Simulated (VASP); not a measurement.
A calculation with VASP 6.6.1 of Sn (native input, structure from a POSCAR):

File INCAR:

```
PREC = Accurate ; ENCUT = 520
EDIFF = 1E-6 ; ISMEAR = 0
SIGMA = 0.05 ; LREAL = F
LASPH = T ; NELM = 60
ALGO = Normal ; ISIF = 2
LWAVE = F ; LCHARG = F
GGA = PS ; NBANDS = 21
```

Contents of KPOINTS:

```
Automatic mesh
0
Gamma
  7 7 7
```

POSCAR

```
Sn
4.5726
    0.000000000000      0.707112539912      0.707112539912
    0.707112539912      0.000000000000      0.707112539912
    0.707112539912      0.707112539912      0.000000000000
Sn
2
Direct
    0.7500000000      0.7500000000      0.7500000000
    0.5000000000      0.5000000000      0.5000000000
```

Potentials or basis: VASP PAW PBE potentials, release 64 (Sn_d).

Command:

```console
$ cat potpaw_PBE.64/Sn_d/POTCAR > POTCAR
$ mpirun -np 1 vasp_std > vasp.out
```

This isn't the form of Sn at room conditions, which is tetragonal (white tin).

Write the same calculation in another form: ASE script, structure from a POSCAR.

As run:

Contents of run.py:

```python
from ase.calculators.vasp import Vasp
from ase.dft.bandgap import bandgap
from ase.io import read

atoms = read('POSCAR')
calc = Vasp(
    directory='calc',
    xc='pbesol',
    pp='PBE',
    setups='materialsproject',
    prec='Accurate',
    encut=520,
    ediff=1e-06,
    ismear=0,
    sigma=0.05,
    lreal=False,
    lasph=True,
    nelm=60,
    algo='Normal',
    isif=2,
    lwave=False,
    lcharg=False,
    kpts=[7, 7, 7],
    gamma=True,
)
atoms.calc = calc

print('energy (eV):', atoms.get_potential_energy())
print('free energy (eV):', atoms.get_potential_energy(force_consistent=True))
print('forces (eV/A):')
print(atoms.get_forces())
print('stress (eV/A^3, Voigt):', atoms.get_stress())
print('Fermi level (eV):', calc.get_fermi_level())
gap, top, bottom = bandgap(calc)
print('band gap (eV):', gap, 'from (spin, k, band)', top, 'to', bottom)
```

File POSCAR:

```
Sn
1.0
    0.0000000000      3.2333428000      3.2333428000
    3.2333428000      0.0000000000      3.2333428000
    3.2333428000      3.2333428000      0.0000000000
Sn
2
Direct
    0.7500000000      0.7500000000      0.7500000000
    0.5000000000      0.5000000000      0.5000000000
```

Potentials or basis: VASP PAW PBE potentials, release 64 (Sn_d).

Command:

```sh
$ python run.py
```

Both were run:

|  | native input, structure from a POSCAR | ASE script, structure from a POSCAR |
| --- | --- | --- |
| Pressure | 1.5 GPa | 1.5 GPa |
| Band gap on the k mesh | none (metal or under the smearing width) | none (metal or under the smearing width) |

Keys that steer only the numerical path or the files written may differ.

Caveat: the PAW data sets were made with another functional, which shifts forces and pressure a little.
